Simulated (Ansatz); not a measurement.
# Cs under changes of volume

One of the cells (115.616 Å³/atom); the others are scaled copies at fixed shape and fractional positions:

```
Cs
1.0
     3.01901   -4.33813    0.00000
     3.01901    4.33813    0.00000
    -2.57494    0.00000    4.41389
Cs
1
Cartesian
  -1.2875 0.0000 2.2069
```

This isn't the form of Cs at room conditions, which is bcc.

* Program: Ansatz 0.2.0
* Functional: PBE
* Potentials or basis: Ansatz PAW
* Cutoff: 420 eV (not typed: the program's choice for these potentials)
* k mesh: 6 × 6 × 6
* Occupations: fermi-dirac, width 0.05 eV
* Spin: no spin polarisation

| volume (Å³/atom) | energy over the lowest point (meV/atom) | pressure (GPa) |
| --- | --- | --- |
| 108.679 | ? | ? |
| 110.992 | 2.68 | 0.1 |
| 113.304 | 1.16 | 0.1 |
| 115.616 | 0.28 | 0.0 |
| 117.929 | 0.00 | 0.0 |
| 120.241 | 0.27 | 0.0 |
| 122.553 | 1.03 | -0.1 |

**Question.** What does the run at 108.679 Å³/atom give?

**Answer.** Energy over the lowest point 4.92 meV/atom; pressure 0.2 GPa.

Worked out: A Birch-Murnaghan fit of order 3 (a polynomial in V^(-2/3)) to the other rows has its minimum at 117.93 Å³/atom with B0 = V·E''(V) = 1.9 GPa and B' = 3.4 at fixed shape and positions, which overstates the stiffness. It gives 4.91 meV/atom at 108.679 Å³/atom, against the run's 4.92, and -dE/dV = 0.2 GPa, against 0.2.

Energies are extrapolated to zero smearing.
